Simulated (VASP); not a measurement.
Here is a VASP 6.6.1 calculation.

Contents of INCAR:

```
SYSTEM = Hg
PREC = Accurate
ENCUT = 520
EDIFF = 1E-6
ISMEAR = 0
SIGMA = 0.15
LREAL = .False.
LASPH = .True.
NELM = 100
ALGO = Fast
ISIF = 2
LWAVE = .False.
LCHARG = .False.
GGA = PE
IVDW = 12
NBANDS = 19
```

The input KPOINTS:

```
Automatic mesh
0
Gamma
  15 15 10
  0 0 0
```

POSCAR

```
Hg
1.0
    3.4618096384      0.0000000000      0.0000000000
   -1.7309048192      2.9980150899      0.0000000000
    0.0000000000      0.0000000000      5.4875482800
Hg
2
Direct
    0.6666666667      0.3333333333      0.7500000000
    0.3333333333      0.6666666667      0.2500000000
```

Potentials or basis: VASP PAW PBE potentials, release 64 (Hg).

Command:

```sh
$ cat potpaw_PBE.64/Hg/POTCAR > POTCAR
$ mpirun -np 1 vasp_std > vasp.out
```

(1) What does it give for the pressure?

(2) Predict the band gap on the k mesh.

(3) Estimate the dispersion energy per atom.

Results:

(1) -1.0 GPa.

(2) none (metal or under the smearing width).

(3) -0.368 eV.

Caveat: pairwise dispersion overbinds metals, which lowers pressure and volume.
